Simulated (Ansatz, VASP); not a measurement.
# Two plane-wave programs on CaS (Oldhamite)

```
Ca S
1.0
     0.00000    2.88041    2.88041
     2.88041    0.00000    2.88041
     2.88041    2.88041    0.00000
Ca S
1 1
Direct
  0.00000 0.00000 0.00000
  0.50000 0.50000 0.50000
```

Change from the starting cell: volume scaled by 1.04.

Alike in both runs: task single point; functional PBE; k mesh 8 × 8 × 8; occupations fermi-dirac, width 0.05 eV; no spin polarisation.

|  | VASP | Ansatz |
| --- | --- | --- |
| version | VASP 6.6.1 | Ansatz 0.2.0 |
| potentials or method | VASP PAW PBE potentials, release 64 (Ca_sv, S) | Ansatz PAW |
| plane-wave cutoff (eV) | 520 | 420 |
| valence electrons in the cell | 16 | 16 |

Ansatz gave:

| Quantity | Value |
| --- | --- |
| gap on the k mesh at the Fermi level (eV) | 2.44 |
| least direct gap on the mesh (eV) | 3.22 |
| pressure (GPa) | -1.4 |

Task: What did VASP give for the same quantities?

Result: gap on the k mesh at the Fermi level (eV): 2.43; least direct gap on the mesh (eV): 3.21; pressure (GPa): -1.3.

With one functional, cell and mesh, what is left measures potentials, basis and numerics.

A k mesh can miss the band edges.
